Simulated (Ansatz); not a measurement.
**BeTe: elastic constants with LDA**

The system is BeTe.

```xyz
2
Lattice="0.0000 2.7700 2.7700 2.7700 0.0000 2.7700 2.7700 2.7700 0.0000" Properties=species:S:1:pos:R:3 pbc="T T T"
Te    4.1550    4.1550    4.1550
Be    0.0000    0.0000    0.0000
```

| Property | Result |
| --- | --- |
| Program | Ansatz 0.2.0 |
| Task | elastic constants |
| Functional | LDA |
| Potentials or basis | Ansatz PAW |
| Cutoff | 420 eV (not typed: the program's choice for these potentials) |
| k mesh | 6 × 6 × 6 |
| Occupations | fixed |
| Spin | no spin polarisation |
| Atoms under strain | relaxed |

| Property | Result |
| --- | --- |
| Pressure | 0.6 GPa |
| Band gap on the k mesh | 1.77 eV, indirect (least direct gap 3.58 eV) |
| Elastic constants C11, C12, C44 | 108, 45, 54 GPa |
| Voigt bulk modulus | 66 GPa |

Levels at points of the mesh, in eV from the valence-band top:
| k point | band 5 | band 6 | band 7 | band 8 | band 9 | band 10 | band 11 | band 12 | band 13 |
| --- | --- | --- | --- | --- | --- | --- | --- | --- | --- |
| (0.00, 0.00, 0.00) | -36.21 | -12.68 | 0.00 | 0.00 | 0.00 | 3.58 | 3.58 | 3.58 | 4.05 |
| (0.00, 0.00, -0.50) | -36.21 | -11.23 | -5.84 | -1.21 | -1.21 | 3.20 | 4.58 | 4.58 | 7.65 |
| (0.00, -0.50, -0.50) | -36.21 | -10.71 | -5.33 | -2.82 | -2.82 | 1.77 | 2.62 | 9.97 | 9.97 |

Elastic tensor in Voigt notation (GPa, in the Cartesian axes of the cell as first typed):
```
108  45  45   0   0   0
 45 108  45   0   0   0
 45  45 108   0   0   0
  0   0   0  54   0   0
  0   0   0   0  54   0
  0   0   0   0   0  54
```

Run time: 19 s on 2 threads of Intel(R) Xeon(R) Processor @ 2.50GHz (Skylake/Cascade Lake), with other jobs on the host, peak memory 0.37 GiB.

Caveat: spin-orbit coupling is left out, which moves the levels of the heavy elements; the PAW data sets come from PBE, with cores solved anew for the run's functional, which leaves a small shift of forces and pressure. A k mesh can miss the band edges.
